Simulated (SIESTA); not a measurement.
# Cu under changes of volume

One of the cells (11.810 Å³/atom); the others are scaled copies at fixed shape and fractional positions:

```xyz
1
Lattice="0.0000 1.8075 1.8075 1.8075 0.0000 1.8075 1.8075 1.8075 0.0000" Properties=species:S:1:pos:R:3 pbc="T T T"
Cu    0.0000    0.0000    0.0000
```

| Quantity | Value |
| --- | --- |
| Program | SIESTA 5.4.2 |
| Functional | PBE |
| Potentials or basis | PseudoDojo 0.4 standard (PBE files) |
| Basis | TZP (energy shift 0.002 Ry) |
| Grid cutoff | 800 Ry |
| Energy shift | 0.002 Ry |
| k mesh | 13 × 13 × 13 |
| Occupations | fermi-dirac, width 0.05 eV |
| Spin | no spin polarisation |

```csv
volume (Å³/atom),energy over the lowest point (meV/atom),pressure (GPa)
11.102,?,?
11.338,8.97,6.3
11.574,2.03,3.1
11.810,0.00,-0.1
12.047,1.99,-2.5
12.283,7.22,-4.5
12.519,15.65,-6.7
```

Problem. What does the run at 11.102 Å³/atom give?

Solution. Energy over the lowest point 20.82 meV/atom; pressure 9.9 GPa.

Worked out: A Birch-Murnaghan fit of order 3 (a polynomial in V^(-2/3)) to the other rows has its minimum at 11.81 Å³/atom with B0 = V·E''(V) = 137 GPa and B' = 7.0. It gives 21.35 meV/atom at 11.102 Å³/atom, against the run's 20.82, and -dE/dV = 10.5 GPa, against 9.9.

Energies are extrapolated to zero smearing.

Caveats: semicore shells carry a single zeta, which can move pressures by several GPa and volumes by a few percent; the basis of atomic orbitals isn't converged, which shifts pressures, moduli and gaps.
